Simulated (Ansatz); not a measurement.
# Lattice dynamics of AlAs (F-43m), part 2 of 2

How does AlAs (F-43m) vibrate, and is this structure a minimum?

Ansatz 0.2.0; DFT LDA, scalar-relativistic, plane waves, PAW; PAW set soft_1.

So far. Step 5 (Tight relaxation, k-mesh 12×12×12): The forces vanish by symmetry and the pressure is 0.004 GPa, within the tolerances set. The cell now holds 22.29 Å³/atom. Step 6 (Linear response at the zone centre): Before it was imposed, the acoustic sum rule was missed by 5.1e-5 eV/Å² and the charge sum rule by 8.3e-5 e. Small misses are needed for a sound result but don't prove that mesh and cutoff are converged. The relaxed cell has a = 5.629 Å (conventional setting).

## (7) The dispersion

Stability and thermal properties need the whole zone. Linear response on a 4×4×4 q mesh gives force constants as far as a supercell of that size would, and the tensors from the zone-centre run are typed in so that the long-range dipole term is interpolated apart.

input.yaml

```yaml
crystal:
  lattice:
    - [0.0, 2.8144366931, 2.8144366931]
    - [2.8144366931, 0.0, 2.8144366931]
    - [2.8144366931, 2.8144366931, 0.0]
  atoms:
    - { symbol: Al, position: [0.0, 0.0, 0.0] }
    - { symbol: As, position: [0.25, 0.25, 0.25] }
kpoints:
  mp_grid: { grid: [12, 12, 12] }
hamiltonian:
  xc: lda
  pseudopotentials: { kind: paw, azcp: { folder: soft_1 }, xc_functional: pbe }
scf:
  occupations: { method: fixed }
output:
  eigenvalues: true
phonons:
  method: dfpt
  qmesh: [4, 4, 4]
  temperatures: { t_max: 1000, t_step: 50 }
  qpath:
    path:
      - [[0.0, 0.0, 0.0], [-0.5, -0.5, 0.0], [-0.375, -0.375, 0.25]]
      - [[-0.375, 0.0, 0.375], [0.0, 0.0, 0.0], [0.0, 0.0, 0.5], [-0.5, -0.25, 0.25], [-0.5, -0.5, 0.0]]
    npoints: 10
  non_analytic_term:
    high_frequency_dielectric_tensor: [[9.438, 0.0, 0.0], [0.0, 9.438, 0.0], [0.0, 0.0, 9.438]]
    born_effective_charges:
      - { species: Al, tensor: [[2.1481, 0.0, 0.0], [0.0, 2.1481, 0.0], [0.0, 0.0, 2.1481]] }
      - { species: As, tensor: [[-2.1481, 0.0, 0.0], [0.0, -2.1481, 0.0], [0.0, 0.0, -2.1481]] }
    source: "zone-centre run at this cell"
```

On the command line:

```
ansatz run input.yaml --threads 4 --pin off --max-ram 10240MiB --backend cpu --events-out ev --progress --plain --runs-dir out
```

Run time: 2.9 min. Hardware: 4 threads of Arm Neoverse V2, shared host; peak memory 2.2 GiB.

This step gave:

```
sum-rule residual before enforcement                       : 4.97e-5 eV/Å²
lowest frequency on the path                               : 0 cm⁻¹
highest frequency on the path or at a solved wavevector    : 394.5 cm⁻¹
mean frequency                                             : 236.4 cm⁻¹
Debye temperature (second moment)                          : 491 K
logarithmic mean frequency                                 : 200.4 cm⁻¹
lowest mode on the q mesh (acoustic modes at Γ apart)      : 58.95 cm⁻¹
zero-point energy per atom                                 : 43.96 meV
heat capacity at 300 K                                     : 21.99 J/(mol atoms K)
vibrational entropy at 300 K                               : 27.50 J/(mol atoms K)
edges of the widest gap between branches, on path and mesh : 213.1, 326.6 cm⁻¹
```

Frequencies (cm⁻¹) solved at each irreducible wavevector; negative means imaginary. Frequencies by wavevector, by row:

| q in reciprocal lattice units | star | mode 1 | mode 2 | mode 3 | mode 4 | mode 5 | mode 6 |
| --- | --- | --- | --- | --- | --- | --- | --- |
| 0 0 0 | 1 | 0 | 0 | 0 | 358.4 | 358.4 | 358.4 |
| 0 0 0.25 | 8 | 59 | 59 | 145.8 | 350 | 350 | 383 |
| 0 0 -0.5 | 4 | 70.7 | 70.7 | 209.2 | 348 | 348 | 367.8 |
| 0 0.25 0.25 | 6 | 81.7 | 81.7 | 148 | 338.5 | 338.5 | 391.5 |
| 0 0.25 -0.5 | 24 | 90.3 | 124 | 191.1 | 336.2 | 336.4 | 363.3 |
| 0 0.25 -0.25 | 12 | 84.8 | 123.4 | 176.1 | 339 | 341.2 | 359 |
| 0 -0.5 -0.5 | 3 | 94.5 | 94.5 | 213.1 | 331.9 | 331.9 | 388.7 |
| 0.25 -0.5 -0.25 | 6 | 122.3 | 130.5 | 194.5 | 335.8 | 336.1 | 341.6 |

Interpolated from a 4×4×4 q mesh, with the LO-TO term (at Γ the limit along the path; where Γ stands inside the path, tables give the limit on arrival). Phonon branches along the path, in cm⁻¹:

| point | branch 1 | branch 2 | branch 3 | branch 4 | branch 5 | branch 6 |
| --- | --- | --- | --- | --- | --- | --- |
| Γ | 0 | 0 | 0 | 358 | 358 | 394 |
| halfway | 82 | 82 | 148 | 338 | 338 | 392 |
| X | 94 | 94 | 213 | 332 | 332 | 389 |
| halfway | 96 | 109 | 209 | 331 | 332 | 379 |
| U | 97 | 130 | 200 | 328 | 334 | 363 |
| jump to K | 97 | 130 | 200 | 328 | 334 | 363 |
| halfway | 69 | 104 | 150 | 347 | 350 | 369 |
| Γ | 0 | 0 | 0 | 358 | 358 | 394 |
| halfway | 59 | 59 | 146 | 350 | 350 | 383 |
| L | 71 | 71 | 209 | 348 | 348 | 368 |
| halfway | 94 | 118 | 196 | 335 | 346 | 350 |
| W | 122 | 130 | 194 | 336 | 336 | 342 |
| halfway | 107 | 112 | 205 | 330 | 334 | 370 |
| X | 94 | 94 | 213 | 332 | 332 | 389 |

Tetrahedra on a 20×20×20 mesh, mean over bins of 5 cm-1. Interpolated from a 4×4×4 q mesh. Phonon density of states against wavenumber; read off at these points:

wavenumber (cm⁻¹), phonon density of states (1/cm⁻¹/cell) and a bar:
```
        2      0.000 
       12      0.000 
       22      0.001 
       32      0.001 
       48      0.003 #
       58      0.006 ##
       68      0.012 ###
       78      0.026 #######
       88      0.031 ########
       98      0.048 #############
      108      0.029 ########
      118      0.025 #######
      132      0.016 ####
      142      0.003 #
      152      0.004 #
      162      0.006 ##
      172      0.008 ##
      182      0.013 ####
      192      0.044 ############
      208      0.007 ##
      218      0.000 
      228      0.000 
      238      0.000 
      248      0.000 
      258      0.000 
      268      0.000 
      282      0.000 
      292      0.000 
      302      0.000 
      312      0.000 
      322      0.000 
      332      0.109 ##############################
      342      0.081 ######################
      348      0.103 ############################
      352      0.044 ############
      368      0.024 #######
      378      0.018 #####
      388      0.015 ####
      398      0.000
```

Phonopy on the run's constants, 17x17x17 mesh, Gaussian sigma 3.0 cm-1. Interpolated from a 4×4×4 q mesh. Partial phonon density of states against wavenumber; read off at these points; values in 1/cm⁻¹/cell:

| wavenumber (cm⁻¹) | Al | As |
| --- | --- | --- |
| -10.0 | 0 | 0 |
| 0.0 | 2.0e-5 | 5.7e-5 |
| 10.0 | 1.9e-5 | 4.2e-5 |
| 20.0 | 1.6e-4 | 4.2e-4 |
| 30.0 | 2.5e-4 | 7.1e-4 |
| 40.0 | 5.3e-4 | 0.00149 |
| 50.0 | 0.00113 | 0.00319 |
| 60.0 | 0.00183 | 0.00519 |
| 70.0 | 0.00467 | 0.0135 |
| 80.0 | 0.00658 | 0.0190 |
| 90.0 | 0.00921 | 0.0264 |
| 97.2 | 0.0113 | 0.0321 |
| 100.0 | 0.0101 | 0.0287 |
| 110.0 | 0.00701 | 0.0201 |
| 120.0 | 0.00657 | 0.0188 |
| 130.0 | 0.00589 | 0.0172 |
| 140.0 | 6.3e-4 | 0.00258 |
| 150.0 | 6.5e-4 | 0.0032 |
| 160.0 | 7.7e-4 | 0.00446 |
| 170.0 | 9.4e-4 | 0.00662 |
| 180.0 | 0.00113 | 0.0107 |
| 190.0 | 0.00145 | 0.0280 |
| 193.7 | 0.00146 | 0.0381 |
| 200.0 | 7.4e-4 | 0.0233 |
| 210.0 | 7.6e-5 | 0.00462 |
| 220.0 | 0 | 3.4e-5 |
| 230.0 | 0 | 0 |
| 240.0 | 0 | 0 |
| 250.0 | 0 | 0 |
| 260.0 | 0 | 0 |
| 270.0 | 0 | 0 |
| 280.0 | 0 | 0 |
| 290.0 | 0 | 0 |
| 300.0 | 0 | 0 |
| 310.0 | 0 | 0 |
| 320.0 | 2.8e-4 | 6.3e-5 |
| 330.0 | 0.0484 | 0.0140 |
| 333.1 | 0.0681 | 0.0210 |
| 340.0 | 0.0608 | 0.0193 |
| 346.6 | 0.0693 | 0.0216 |
| 350.0 | 0.0574 | 0.0168 |
| 360.0 | 0.0307 | 0.00415 |
| 370.0 | 0.0193 | 0.00208 |
| 380.0 | 0.0149 | 0.00208 |
| 390.0 | 0.00894 | 0.00189 |
| 400.0 | 2.0e-4 | 6.6e-5 |
| 410.0 | 0 | 0 |

Second derivatives of the energy by pair, one row for each kind of neighbour of each atom listed. Each entry sums the pair over the periodic images of the supercell that the q mesh stands for, and in a polar crystal it holds the long-range dipole part too. Force constants by pair, by row:

| atom | neighbour | distance (Å) | third of the trace (eV/Å²) | along the pair's line (eV/Å²) |
| --- | --- | --- | --- | --- |
| Al1 | itself | 0 | 9.951 | – |
| Al1 | As | 2.437 | -2.403 | -5.939 |
| Al1 | Al | 3.98 | 0.0121 | -0.5397 |
| Al1 | As | 4.667 | -0.0079 | 0.0944 |
| Al1 | Al | 5.629 | -0.0153 | -0.0623 |
| Al1 | As | 6.134 | -0.0015 | 0.1346 |
| Al1 | Al | 6.894 | -0.0296 | -0.0773 |
| Al1 | As | 7.312 | 0.0109 | 0.0273 |
| Al1 | As | 7.312 | 0.0066 | 0.0248 |
| As2 | itself | 0 | 10.76 | – |
| As2 | Al | 2.437 | -2.403 | -5.939 |
| As2 | As | 3.98 | -0.0794 | -0.4714 |
| As2 | Al | 4.667 | -0.0079 | 0.0944 |
| As2 | As | 5.629 | -0.0011 | -0.0263 |
| As2 | Al | 6.134 | -0.0015 | 0.1346 |
| As2 | As | 6.894 | -0.0042 | -0.0313 |
| As2 | Al | 7.312 | 0.0109 | 0.0273 |
| As2 | Al | 7.312 | 0.0066 | 0.0248 |

Harmonic thermodynamic functions per atom, from the density of states. Interpolated from a 4×4×4 q mesh. Thermodynamic functions, by row:

```
T (K)  F_vib (meV/atom)  S (J/mol-atom/K)  C_V (J/mol-atom/K)
    0             43.96                 0                   0
   50             43.57             2.601               5.366
  100             40.75             8.338               11.64
  200             26.34             19.11               19.16
  300              1.99              27.5               21.99
  400            -30.02             34.02               23.19
  500            -68.08             39.26                23.8
  600            -111.1             43.63               24.13
  700            -158.3             47.37               24.34
  800            -209.1             50.63               24.48
  900            -263.1             53.52               24.58
 1000              -320             56.11               24.64
```

Harmonic mean-square displacement, third of the trace. Interpolated from a 4×4×4 q mesh. Mean square displacements, by row:

```csv
T (K),Al1 U_eq (Å²),As2 U_eq (Å²)
0,0.00276,0.00177
100,0.00401,0.00307
300,0.00902,0.00794
600,0.01732,0.01561
```

Symmetry leaves 8 wavevectors to solve. The lowest mode among them, the acoustic zeros apart, lies at q = (0, 0, 0.25) and is real, 59.0 cm⁻¹.

## (8) Results

```yaml
space_group_after_relaxation_within_0p01_a: F-43m
volume_per_atom: 22.3 Å³
gap_on_the_k_mesh: 1.32 eV
highest_optical_mode_at_the_zone_centre_no_lo_to_term: 358 cm⁻¹
top_of_the_zone_centre_spectrum_with_the_field: 394 cm⁻¹
lowest_optical_zone_centre_mode: 358 cm⁻¹
mean_high_frequency_dielectric_constant: 9.44
mean_static_dielectric_constant: 11.4
largest_born_charge_third_of_the_trace: 2.15 e
lowest_mode_on_the_q_mesh_acoustic_modes_at_gamma_apart: 59.0 cm⁻¹
highest_frequency_on_the_path_or_at_a_solved_wavevector: 394 cm⁻¹
zero_point_energy_per_atom: 44.0 meV
heat_capacity_at_300_k: 22.0 J/(mol atoms K)
vibrational_entropy_at_300_k: 27.5 J/(mol atoms K)
debye_temperature_second_moment: 491 K
imaginary_modes_on_the_4x4x4_q_mesh: none
```

In words: The structure is a minimum as far as tested: no mode is imaginary at the 8 irreducible wavevectors of the 4×4×4 mesh, and the softest away from the acoustic zeros lies at 59 cm⁻¹. Without the field, the optical modes at Γ form one degenerate level at 358 cm⁻¹. The highest mode in this list at Γ, 358.4 cm⁻¹, is mostly motion of Al (74 % of the kinetic energy). With the macroscopic field of the longitudinal modes the top of the zone-centre spectrum lies at 394 cm⁻¹, against 358 cm⁻¹ without it. Lattice motion raises the mean dielectric constant from 9.438 to 11.44. The strongest infrared line is at 358 cm⁻¹. Averaged over orientations, the strongest Raman line at 532 nm and 300 K is at 358 cm⁻¹, among the modes without the field; their longitudinal partners can be Raman active too. The tensors are the static, non-resonant ones, while 532 nm light (2.33 eV) lies above the computed gap. On the path and the mesh, the widest gap between branches runs from 213 to 327 cm⁻¹. With the field response the log warns that the k mesh is coarse for the force constants too, so the frequencies may not be converged. The program warns that the interpolation holds no quadrupole term, so branches close to Γ can be off in this crystal. The PAW files were made for PBE and serve the other functionals too. These are harmonic frequencies at zero temperature: anharmonic shifts, linewidths and thermal expansion are left out.

[Logs are printed without paths, hosts, clocks, repeated set-up lines and the standing remarks that a program may print on its own settings, such as how far it seeks lower states.]

[Hosts, paths, dates, database ids (printed as entryN), source tags and the programs' standing remarks are cut or masked in the printed files.]
